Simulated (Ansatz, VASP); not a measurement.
# MoS2: VASP beside Ansatz

File INCAR:

```
SYSTEM = MoS2
ALGO = Normal
EDIFF = 1E-6
ENCUT = 520
GGA = PE
ISIF = 2
ISMEAR = 0
ISPIN = 2
LASPH = .TRUE.
LCHARG = .FALSE.
LDAU = .TRUE.
LDAUJ = 0.7 0
LDAUL = 2 -1
LDAUPRINT = 1
LDAUTYPE = 1
LDAUU = 5 0
LMAXMIX = 4
LORBIT = 11
LREAL = .FALSE.
LWAVE = .FALSE.
MAGMOM = 2 0 0
NBANDS = 24
NELM = 150
PREC = Accurate
SIGMA = 0.05
```

The input KPOINTS:

```
k-points
0
G
  6 6 6
  0 0 0
```

File POSCAR:

```
MoS2
1.0
    0.0000000000      2.9959514200      2.9959514200
    2.9959514200      0.0000000000      2.9959514200
    2.9959514200      2.9959514200      0.0000000000
Mo S
1 2
Direct
    0.0000000000      0.0000000000      0.0000000000
    0.2500000000      0.2500000000      0.2500000000
    0.7500000000      0.7500000000      0.7500000000
```

Input for Ansatz:

```yaml
crystal:
  lattice:
    - [0.0, 2.99595142, 2.99595142]
    - [2.99595142, 0.0, 2.99595142]
    - [2.99595142, 2.99595142, 0.0]
  atoms:
    - { symbol: Mo, position: [0.0, 0.0, 0.0], spin: 2.0 }
    - { symbol: S, position: [0.25, 0.25, 0.25] }
    - { symbol: S, position: [0.75, 0.75, 0.75] }
basis:
  ecutwfc: 420
  ecutrho_ratio: 4
kpoints:
  mp_grid: { grid: [6, 6, 6] }
hamiltonian:
  xc: pbe
  hubbard: { sites: [{ site: 0, l: d, u: 5.0, j: 0.7 }] }
scf:
  occupations: { method: gaussian, width: 0.05 }
  lower_state_search: "off"
  max_iter: 150
output:
  forces: true
  stress: true
  eigenvalues: true
  populations: true
  hubbard: { sites: [{ site: 0, l: d }] }
magnetization:
  spin_polarized: true
```

Alike in both runs: task single point; functional PBE; k mesh 6 × 6 × 6; occupations gaussian, width 0.05 eV; collinear spin; Hubbard terms Mo d U = 5.0 eV, J = 0.7 eV.

|  | VASP | Ansatz |
| --- | --- | --- |
| version | VASP 6.6.1 | Ansatz 0.2.0 |
| potentials or method | VASP PAW PBE potentials, release 64 (Mo_sv, S) | scalar-relativistic, plane waves, PAW |
| plane-wave cutoff (eV) | 520 | 420 |
| valence electrons in the cell | 26 | 26 |

```csv
,VASP,Ansatz,Ansatz less VASP
gap on the k mesh at the Fermi level (eV),none,none,-
pressure (GPa),3.9,2.7,-1.25
net moment per atom (μB),0.66,0.67,+0.016
size of the moment on the site where the two differ most (μB),1.96,1.70,-0.265
```

Site moments also hang on the region over which each program counts them. The programs project onto different local orbitals, so the same U acts differently. A gap of «none» marks a metal or a gap that the smearing closes. Ansatz warned: «filled_band_counts_differ_across_k_points».

The state reached can hang on the start; a lower one may exist.
